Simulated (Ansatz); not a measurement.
The system is TaS2.

```
Ta S
1.0
     3.35000    0.00000    0.00000
    -1.67500    2.90119    0.00000
     0.00000    0.00000    5.86000
Ta S
1 2
Direct
  0.00000 0.00000 0.00000
  0.66667 0.33333 0.75000
  0.33333 0.66667 0.25000
```

Program: Ansatz 0.2.0. Alike in all runs: cell as given. Hardware: 2 threads of Arm Neoverse V2, on a shared host.

Q: Order these runs on this cell by their wall time, lowest first.
A. task band structure; level wPBEh+D3(BJ); potentials or basis PseudoDojo standard (PBE files); spin off; k mesh 5 × 5 × 3; cutoff (eV) 789; smearing methfessel-paxton 0.1 eV; points for each segment of the path 4; mesh quality coarse
B. task electron localisation function; level HSE06; potentials or basis Ansatz PAW; spin off; k mesh 5 × 5 × 3; cutoff (eV) 420; smearing fermi-dirac 0.1 eV; other keys scf.mixing.algorithm = msr1; scf.mixing.beta = 0.05; …; mesh quality coarse
C. task electrostatic potential; level PBEsol0+D3(BJ); potentials or basis PseudoDojo standard (PBEsol files); spin collinear, zero start; k mesh 5 × 5 × 3; cutoff (eV) 789; smearing methfessel-paxton 0.1 eV; other keys hamiltonian.dispersion = d3bj; scf.algorithm = density_mixing; mesh quality coarse
D. task single point; level LDA; potentials or basis JTH PAW; spin off; k mesh 9 × 9 × 5; cutoff (eV) 1290; smearing cold 0.01 eV; mesh quality not flagged

A: D (5.3 s), B (14 s), C (40 s), A (140 s).

Caveats: some runs use coarse meshes; the dispersion damping was fitted for another functional or another form of the correction (some runs); the magnetic or orbital state may not be the lowest (some runs).

Runs at the PBE level aren't shown here.
